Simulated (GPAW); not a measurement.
Sb:

```
Sb
1.0
     0.00000    2.37124    2.37124
     2.37124    0.00000    2.37124
     2.37124    2.37124    0.00000
Sb
1
Direct
  0.00000 0.00000 0.00000
```

This isn't the form of Sb at room conditions, which is rhombohedral.

| Quantity | Value |
| --- | --- |
| Program | GPAW 26.7.0 |
| Task | relaxation of cell and atoms |
| Functional | PBEsol |
| Dispersion | D3 |
| Potentials or basis | PAW data sets generated in the run's folder for this functional |
| Cutoff | 600 eV |
| Basis | pw |
| k mesh | 10 × 10 × 10 |
| Occupations | fermi-dirac, width 0.05 eV |
| Spin | no spin polarisation |

At the start: pressure -3.0 GPa; volume 26.67 Å³/atom.

Question: Where does the relaxation end?

Answer: Over 3 steps the energy falls by 12.3 meV/atom and the volume is 25.33 Å³/atom (-5.0 %); space group Fm-3m (No. 225, to 0.05 Å).

The path:
```
step  energy change (eV)  largest force (eV/Å)  pressure (GPa)  volume (Å³)
   1              0.0000                0.0000           -2.96        26.67
   2             -0.0081                0.0000           -1.78        26.11
   3             -0.0123                0.0000            0.11        25.33
```

Final structure:
```yaml
crystal:
  lattice:
    - [0.00000, 2.33089, 2.33089]
    - [2.33089, 0.00000, 2.33089]
    - [2.33089, 2.33089, 0.00000]
  atoms:
    - { symbol: Sb, position: [0.00000, 0.00000, 0.00000] }
```

Caveat: later steps reuse the first step's grids; pairwise dispersion overbinds metals, which lowers pressure and volume.
